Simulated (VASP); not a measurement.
# AgCl (Pm-3m) in VASP: notebook

Runs on AgCl. Level: PBE. Tasks: single point.

All numbers are computed with VASP 6.6.1; they aren't measurements. Logs are shortened: lines on timing, memory, paths and dates and some standing lists are left out, and cuts for length are marked.

### 1 Starting point

Symmetry: Pm-3m, No. 221, cubic system. Conventional cell: a = 3.434 Å, b = 3.434 Å, c = 3.434 Å, α = 90.00°, β = 90.00°, γ = 90.00°. Around Ag (site symmetry m-3m) lie 8 Cl at 2.97 Å. Around Cl (site symmetry m-3m) lie 8 Ag at 2.97 Å.

Measurements of this composition are mostly on another form, of space group No. 225.

### 2 Single point, PBE

Contents of INCAR:

```
PREC     = Accurate       # precision mode
ENCUT    = 520            # plane-wave cutoff, eV
EDIFF    = 1E-6           # SCF threshold, eV
ISMEAR   = 0              # smearing method
SIGMA    = 0.05           # smearing width, eV
LREAL    = F              # projectors in reciprocal space
LASPH    = T              # aspherical terms in the spheres
NELM     = 100            # most SCF steps
ALGO     = Normal         # electronic algorithm
ISIF     = 2              # what is computed and relaxed
LWAVE    = F              # write WAVECAR
LCHARG   = F              # write CHGCAR
GGA      = PE             # functional
ADDGRID  = F
```

Contents of KPOINTS:

```
Automatic mesh
0
Gamma
  4 4 4
```

Contents of POSCAR:

```
AgCl
1.0
    3.4339730000      0.0000000000      0.0000000000
    0.0000000000      3.4339730000      0.0000000000
    0.0000000000      0.0000000000      3.4339730000
Ag Cl
1 1
Direct
    0.0000000000      0.0000000000      0.0000000000
    0.5000000000      0.5000000000      0.5000000000
```

Potentials or basis: VASP PAW PBE potentials, release 64 (Ag, Cl).

Started as:

```sh
$ cat potpaw_PBE.64/Ag/POTCAR potpaw_PBE.64/Cl/POTCAR > POTCAR
$ mpirun -np 1 vasp_std > vasp.out
```

OUTCAR:

```text
PREC = Accurate
   ENCUT = 520
   EDIFF = 1E-6
   ISMEAR = 0
   LREAL = F
   LASPH = T
   NELM = 100
   ISIF = 2
   GGA = PE

 Found     10 irreducible k-points:

 Following reciprocal coordinates:
            Coordinates               Weight
  0.000000  0.000000  0.000000      1.000000
  0.250000  0.000000  0.000000      6.000000
  0.500000  0.000000  0.000000      3.000000
  0.250000  0.250000  0.000000     12.000000
  0.500000  0.250000  0.000000     12.000000
  0.500000  0.500000  0.000000      3.000000
   k-points           NKPTS =     10   k-points in BZ     NKDIM =     10   number of bands    NBANDS=     13
   number of dos      NEDOS =    301   number of ions     NIONS =      2
   total plane-waves  NPLWV =  21952
   dimension x,y,z NGX =    28 NGY =   28 NGZ =   28
   dimension x,y,z NGXF=    56 NGYF=   56 NGZF=   56
   ions per type =               1   1
   NGX,Y,Z   is equivalent  to a cutoff of  13.56, 13.56, 13.56 a.u.
   NGXF,Y,Z  is equivalent  to a cutoff of  27.11, 27.11, 27.11 a.u.
 SYSTEM =  unknown system
   PREC   = accura    normal or accurate (medium, high low for compatibility)
   ISTART =      0    job   : 0-new  1-cont  2-samecut
   ICHARG =      2    charge: 1-file 2-atom 10-const
   ISPIN  =      1    spin polarized calculation?
   LNONCOLLINEAR =      F non collinear calculations
   LSORBIT =      F    spin-orbit coupling
   LASPH  =      T    aspherical Exc in radial PAW
   ENCUT  =  520.0 eV  38.22 Ry    6.18 a.u.   6.38  6.38  6.38*2*pi/ulx,y,z
   NELM   =    100;   NELMIN=  2; NELMDL= -5     # of ELM steps
   EDIFF  = 0.1E-05   stopping-criterion for ELM
   LREAL  =      F    real-space projection
   EDIFFG = 0.1E-04   stopping-criterion for IOM
   NSW    =      0    number of steps for IOM
   IBRION =     -1    ionic relax: 0-MD 1-quasi-New 2-CG
   NFREE  =      0    steps in history (QN), initial steepest desc. (CG)
   ISIF   =      2    stress and relaxation
   ISYM   =      2    0-nonsym 1-usesym 2-fastsym
   POTIM  = 0.5000    time-step for ionic-motion
   TEBEG  =    0.0;   TEEND  =   0.0 temperature during run
   PSTRESS=    0.0 pullay stress
   NELECT =      18.0000    total number of electrons
   NUPDOWN=      -1.0000    fix difference up-down
   EMIN   =  10.00;   EMAX   =-10.00  energy-range for DOS
   EFERMI =   0.00;   METHOD = LEGACY
   ISMEAR =     0;   SIGMA  =   0.05  broadening in eV -4-tet -1-fermi 0-gaus
   EFERMI_NEDOS =   21; number of points for ismear=-14 and -15
   IALGO  =     38    algorithm
   IMIX   =      4    mixing-type and parameters
     AMIX     =   0.40;   BMIX     =  1.00
     AMIX_MAG =   1.60;   BMIX_MAG =  1.00
  volume/ion in A,a.u.               =      20.25       136.63
  Fermi-wavevector in a.u.,A,eV,Ry     =   1.249402  2.361027 21.238760  1.561005
  Thomas-Fermi vector in A             =   2.383444
   LORBIT       =      0    0 simple, 1 ext, 2 COOP (PROOUT), +10 PAW based schemes
   GGA     = PE    functional components
   LHFCALC =     F    Hartree Fock is set to
   AEXX    =    0.0000 exact exchange contribution
   IVDW    =     0    specifies the selected vdW correction
   LEPSILON=     F    determine dielectric tensor
   LRPA    =     F    only Hartree local field effects (RPA)
 non-spin polarized calculation
 Gauss-broadening in eV      SIGMA  =   0.05
  energy-cutoff  :      520.00
  volume of cell :       40.49
 maximum number of plane-waves:      1108
 NGX is ok and might be reduce to    28
   NGX = 13   NGY = 13   NGZ = 13

 number of electron      18.0000002 magnetization

 Free energy of the ion-electron system (eV)
  ---------------------------------------------------
  ext. energy  EPLUGINS =         0.00000000
  ---------------------------------------------------
  free energy    TOTEN  =        -5.09570815 eV

  energy without entropy =       -5.09570815  energy(sigma->0) =       -5.09570815

 E-fermi :   4.1748     XC(G=0): -10.3806

 val. band max:        3.8998103112   @ k =   0.5000   0.0000   0.0000
 cond. band min:       4.4616928393   @ k =   0.0000   0.0000   0.0000
 fundamental gap:      0.5618825280
 Fermi energy:         4.1747880438

 k-point     1 :       0.0000    0.0000    0.0000
  band No.  band energies     occupation
      1     -10.6582      2.00000
      2       1.1634      2.00000
      3       1.1634      2.00000
      4       2.1007      2.00000
      5       2.1007      2.00000
      6       2.1007      2.00000
      7       2.4069      2.00000
      8       2.4069      2.00000
      9       2.4069      2.00000
     10       4.4617      0.00000
     11      13.3311      0.00000
     12      13.3311      0.00000
     13      17.5470      0.00000

 k-point     2 :       0.2500    0.0000    0.0000
  band No.  band energies     occupation
      1     -10.4379      2.00000
      2       0.0438      2.00000
      3       1.2346      2.00000
      4       1.3685      2.00000
      5       1.3685      2.00000
      6       2.0203      2.00000
      7       2.1255      2.00000
      8       3.3381      2.00000
      9       3.3381      2.00000
     10       6.3839      0.00000
     11      12.5154      0.00000
     12      13.3270      0.00000
     13      15.3122      0.00000

 k-point     3 :       0.5000    0.0000    0.0000
  band No.  band energies     occupation
      1     -10.1929      2.00000
      2      -1.1041      2.00000
      3       1.0410      2.00000
      4       1.0410      2.00000
      5       1.3076      2.00000
      6       2.1506      2.00000
      7       2.4630      2.00000
      8       3.8998      2.00000
      9       3.8998      2.00000
     10       8.8028      0.00000
     11       9.4037      0.00000
     12      13.3209      0.00000
     13      13.9143      0.00000

 k-point     4 :       0.2500    0.2500    0.0000
  band No.  band energies     occupation
      1     -10.2515      2.00000
      2       0.0871      2.00000
      3       0.7423      2.00000
      4       1.4130      2.00000
      5       1.4917      2.00000
      6       1.9584      2.00000
      7       2.3109      2.00000
      8       2.3597      2.00000
      9       3.4821      2.00000
     10       7.5985      0.00000
     11      11.6909      0.00000
     12      13.4316      0.00000
     13      14.7840      0.00000

 k-point     5 :       0.5000    0.2500    0.0000
  band No.  band energies     occupation
      1     -10.0482      2.00000
      2      -0.5344      2.00000
      3       0.7515      2.00000
      4       1.3477      2.00000
      5       1.4762      2.00000
      6       1.9781      2.00000
      7       2.4164      2.00000
      8       2.5550      2.00000
      9       3.5484      2.00000
     10       7.9391      0.00000
     11      10.6651      0.00000
     12      13.4106      0.00000
     13      14.6980      0.00000

 k-point     6 :       0.5000    0.5000    0.0000
  band No.  band energies     occupation
      1      -9.8934      2.00000
      2       0.3376      2.00000
      3       0.3376      2.00000
      4       1.3992      2.00000
      5       1.7900      2.00000
      6       1.8161      2.00000
      7       1.8161      2.00000
      8       2.3957      2.00000
      9       3.0327      2.00000
     10       6.6909      0.00000
     11      12.8241      0.00000
     12      12.8241      0.00000
     13      14.5174      0.00000

 [... further k-points ...]

------------------------ aborting loop because EDIFF is reached ----------------------------------------

  FORCE on cell =-STRESS in cart. coord.  units (eV):
  Direction    XX          YY          ZZ          XY          YZ          ZX
  --------------------------------------------------------------------------------------
  -------------------------------------------------------------------------------------
  Total       -0.0033753     -0.0033753     -0.0033753     -0.0000000      0.0000000     -0.0000000
  in kB       -0.1335451     -0.1335451     -0.1335451     -0.0000000      0.0000000     -0.0000000
  external PRESSURE =      -0.1335451 kB  Pullay stress =       0.0000000 kB

 VOLUME and BASIS-vectors are now :
 -----------------------------------------------------------------------------
  energy-cutoff  :      520.00
  volume of cell :       40.49
      direct lattice vectors                 reciprocal lattice vectors
     3.433973000  0.000000000  0.000000000     0.291207881  0.000000000  0.000000000
     0.000000000  3.433973000  0.000000000     0.000000000  0.291207881  0.000000000
     0.000000000  0.000000000  3.433973000     0.000000000  0.000000000  0.291207881

 POSITION                                       TOTAL-FORCE (eV/Angst)
 -----------------------------------------------------------------------------------
      0.00000      0.00000      0.00000         0.000000      0.000000      0.000000
      1.71699      1.71699      1.71699         0.000000      0.000000      0.000000
 -----------------------------------------------------------------------------------
    total drift:                                0.000000      0.000000      0.000000

  FREE ENERGIE OF THE ION-ELECTRON SYSTEM (eV)
  ---------------------------------------------------
  free  energy   TOTEN  =        -5.0957081482 eV

  energy  without entropy=       -5.0957081482  energy(sigma->0) =       -5.09570815
```

Wall time 4.6 s (1 thread of AMD EPYC 9R45 (Zen 5), shared host); peak memory 0.12 GiB.

The run converged, but some of its settings lie outside the range that counts as converged, so its numbers aren't taken as properties of the crystal.

What came out:

- Free energy: -5.0957 eV
- Pressure: 0.0 GPa
- Band gap on the k mesh: 0.56 eV, indirect (least direct gap 2.05 eV)

Caveat: the k mesh is coarse (spacing up to 0.46 Å⁻¹), so the values aren't converged.

### 3 Single point, PBE

Edit INCAR of step 2 so:

```diff
@@ -1,3 +1,3 @@
 PREC     = Accurate       # precision mode
-ENCUT    = 520            # plane-wave cutoff, eV
+ENCUT    = 650            # plane-wave cutoff, eV
 EDIFF    = 1E-6           # SCF threshold, eV
```

KPOINTS is that of step 2.

POSCAR is that of step 2.

Potentials or basis: VASP PAW PBE potentials, release 64 (Ag, Cl).

Started as:

```sh
$ cat potpaw_PBE.64/Ag/POTCAR potpaw_PBE.64/Cl/POTCAR > POTCAR
$ mpirun -np 1 vasp_std > vasp.out
```

It took 5.4 s on 1 thread of AMD EPYC 9R45 (Zen 5), shared host; peak memory 0.13 GiB.

These settings aren't checked as converged: the numbers below hold their error.

What came out:

```
Free energy            : -5.0954 eV
Pressure               : 0.0 GPa
Band gap on the k mesh : 0.56 eV, indirect (least direct gap 2.06 eV)
```

Caveat: the k mesh is coarse (spacing up to 0.46 Å⁻¹), so the values aren't converged.

### 4 Single point, PBE

Edit INCAR of step 3 so:

```diff
@@ -1,3 +1,3 @@
 PREC     = Accurate       # precision mode
-ENCUT    = 650            # plane-wave cutoff, eV
+ENCUT    = 220            # plane-wave cutoff, eV
 EDIFF    = 1E-6           # SCF threshold, eV
```

Contents of KPOINTS:

```
Automatic mesh
0
Gamma
  7 7 7
```

POSCAR is that of step 3.

Started as:

```sh
$ cat potpaw_PBE.64/Ag/POTCAR potpaw_PBE.64/Cl/POTCAR > POTCAR
$ mpirun -np 1 vasp_std > vasp.out
```

Wall time 3.2 s (1 thread of AMD EPYC 9R45 (Zen 5), shared host); peak memory 0.08 GiB.

The run converged, but a check on its numbers failed (symmetry, net force, bounds or a known fault of this set-up), so they aren't taken as properties of the crystal.

Caveat: the cutoff lies under the usual one of these potentials, so the numbers hold a large basis-set error; an odd mesh through Γ misses points on the zone boundary, where band edges often lie.

### 5 Single point, PBE

Edit INCAR of step 4 so:

```diff
@@ -1,3 +1,3 @@
 PREC     = Accurate       # precision mode
-ENCUT    = 220            # plane-wave cutoff, eV
+ENCUT    = 340            # plane-wave cutoff, eV
 EDIFF    = 1E-6           # SCF threshold, eV
```

Contents of KPOINTS:

```
Automatic mesh
0
Gamma
  6 6 6
```

POSCAR is that of step 4.

Started as:

```sh
$ cat potpaw_PBE.64/Ag/POTCAR potpaw_PBE.64/Cl/POTCAR > POTCAR
$ mpirun -np 1 vasp_std > vasp.out
```

Wall time 4.6 s (1 thread of AMD EPYC 9R45 (Zen 5), shared host); peak memory 0.09 GiB.

These settings aren't checked as converged: the numbers below hold their error.

Results:

| Property | Result |
| --- | --- |
| Free energy | -5.1198 eV |
| Pressure | -0.7 GPa |
| Band gap on the k mesh | 0.57 eV, indirect (least direct gap 2.07 eV) |
